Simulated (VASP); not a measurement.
Set up this calculation in VASP 6.6.1, as the native input.

* Task: single point
* Functional: PBE
* Potentials or basis: VASP PAW PBE potentials, release 64 (Zn)
* Cutoff: 520 eV
* k mesh: 24 × 24 × 24
* Occupations: gaussian, width 0.15 eV
* Spin: no spin polarisation
* Dipole correction: no
* Further INCAR settings: ALGO = Fast; EDIFF = 1e-07; NBANDS = 12

The structure of Zn lies in POSCAR:

```
Zn
1.0
   -2.3063398684      1.6473856203      1.6473856203
    1.6473856203     -2.3063398684      1.6473856203
    1.6473856203      1.6473856203     -2.3063398684
Zn
1
Direct
    0.0000000000      0.0000000000      0.0000000000
```

This isn't the form of Zn at room conditions, which is hcp.

The input as run:

INCAR

```
SYSTEM = Zn
PREC     = Accurate       ! precision mode
ENCUT    = 520            ! plane-wave cutoff, eV
EDIFF    = 1E-7           ! SCF threshold, eV
ISMEAR   = 0              ! smearing method
SIGMA    = 0.15           ! smearing width, eV
LREAL    = .FALSE.        ! projectors in reciprocal space
LASPH    = .TRUE.         ! aspherical terms in the spheres
NELM     = 100            ! most SCF steps
ALGO     = Fast           ! electronic algorithm
ISIF     = 2              ! what is computed and relaxed
LWAVE    = .FALSE.        ! write WAVECAR
LCHARG   = .FALSE.        ! write CHGCAR
GGA      = PE             ! functional
NBANDS   = 12             ! bands
```

KPOINTS

```
regular mesh
0
G
  24 24 24
  0 0 0
```

Potentials or basis: VASP PAW PBE potentials, release 64 (Zn).

The run is started by

```console
$ cat potpaw_PBE.64/Zn/POTCAR > POTCAR
$ mpirun -np 1 vasp_std > vasp.out
```

Results of the run:

* Pressure: 111.2 GPa
* Band gap on the k mesh: none (metal or under the smearing width)

Caveat: a pressure of tens of GPa on the cell as given is suspect, and the run, the potentials or the cell itself is likely at fault.

Run time: 110 s on 1 thread of Intel(R) Xeon(R) Platinum 8488C (Sapphire Rapids), on a shared host, peak memory 0.35 GiB.
